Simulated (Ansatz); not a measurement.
# An elastic constant from a strain scan in AlN

Theory: DFT PBE, scalar-relativistic, plane waves, PAW (Ansatz 0.2.0). Settings: plane waves to 420 eV, k-mesh 12×12×6 (Γ-centred), Gaussian smearing 0.05 eV. No spin polarisation. Energies are free energies at this smearing, counted from the undisturbed cell; pressure is positive in compression.

The undisturbed cell (relaxed at this level):

```yaml
crystal:
  lattice:
    - [3.13024, 0.00000, 0.00000]
    - [-1.56512, 2.71087, 0.00000]
    - [0.00000, 0.00000, 5.01798]
  atoms:
    - { symbol: Al, position: [0.33333, 0.66667, 0.00173] }
    - { symbol: Al, position: [0.66667, 0.33333, 0.50173] }
    - { symbol: N, position: [0.33333, 0.66667, 0.38327] }
    - { symbol: N, position: [0.66667, 0.33333, 0.88327] }
```

The cell is strained by ε times the Voigt pattern (0, 0, 0, 0, 1, 0) (xx, yy, zz, yz, xz, xy; engineering shear) with fractional coordinates fixed. The cell holds 4 atoms in V0 = 42.58 Å³. The stress column is τ = (1/V0) dE/dε, got from the stress tensor σ (compression positive) at each point as −det(1 + εP) σ : P(1 + εP)⁻¹, with P the pattern as a tensor.

```
      ε  ΔE (meV/atom)  τ (GPa)
-0.0525         11.353   -6.505
-0.0450          8.341   -5.575
-0.0375          5.793   -4.645
-0.0300          3.715   -3.716
-0.0225          2.094   -2.787
-0.0150          0.941   -1.858
-0.0075          0.238   -0.929
 0.0000          0.000    0.000
 0.0075          0.238    0.929
 0.0150          0.941    1.858
 0.0225          2.094    2.787
 0.0300          3.715    3.716
 0.0375          5.793    4.645
 0.0450          8.341    5.575
 0.0525         11.353    6.505
 0.0600              ?        ?
```

Which combination of elastic constants does this scan measure, and how large is it?

For small ε, τ = τ0 + Kε with K = pᵀCp, which for this pattern is C55 in the Cartesian frame shown. The parabola through τ at ε = -0.0075, 0 and 0.0075 has slope K = 124 GPa at zero. The energies per cell, E = NΔE, of the same two points give K = 2[E(ε₊)/ε₊ − E(ε₋)/ε₋]/[(ε₊ − ε₋)V0] = 127 GPa, in agreement. These are clamped-ion values.

Predict the withheld row at ε = 0.0600 from the harmonic law, and compare.

ΔE = V0(τ0 ε + Kε²/2)/N = 14.811 meV/atom and τ = 7.43 GPa. The calculation gives 14.829 meV/atom and 7.44 GPa, a miss of 0.1 % of the harmonic energy, so the harmonic law still holds here.

Forces appear on the atoms along this scan, and letting them relax would lower the energy and soften the response.

Cost: 9 runs of about 1.8 core-minutes in all, on Arm Neoverse V1 (shared hosts).